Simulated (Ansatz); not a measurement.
RuO2:
```cif
data_O4Ru2
_chemical_formula_sum 'Ru2 O4'
_space_group_name_H-M_alt 'P42/mnm'
_space_group_IT_number 136
_space_group_name_Hall '-P 4n 2n'
_cell_length_a 4.47925
_cell_length_b 4.47925
_cell_length_c 3.10741
_cell_angle_alpha 90.000
_cell_angle_beta 90.000
_cell_angle_gamma 90.000
loop_
_atom_site_label
_atom_site_type_symbol
_atom_site_symmetry_multiplicity
_atom_site_Wyckoff_symbol
_atom_site_fract_x
_atom_site_fract_y
_atom_site_fract_z
_atom_site_occupancy
Ru1 Ru 2 a 0.00000 0.00000 0.00000 1
O1 O 4 f 0.30531 0.30531 0.00000 1
```

Relaxed at zero pressure with DFT-r²SCAN in the program Ansatz with PAW potentials.

Question: The volume is raised by 6 % and shape and atoms relax at that volume. What pressure results, and how do the axes share the change?

Answer: -14.3 GPa; a 2.4 %, b 2.4 %, c 1.2 %; the energy rises by 29 meV/atom.

Question: Give the new structure.

Answer: 
Space group P4₂/mnm (No. 136); a = b = 4.5849 Å, c = 3.1438 Å, α = β = γ = 90.00°

```csv
atom,site,symmetry,x,y,z
Ru,2a,m.mm,0.0000,0.0000,0.0000
O,4f,m.2m,0.3052,0.3052,0.0000
```

The phase is kept; no other phase was compared at this pressure.

Space group P4_2/mnm (rutile). Symmetry was held in the r²SCAN relaxation; of distortions, only those at the zone centre were tested. No spin polarisation was allowed.

Potentials: the later of the program's two PAW sets.
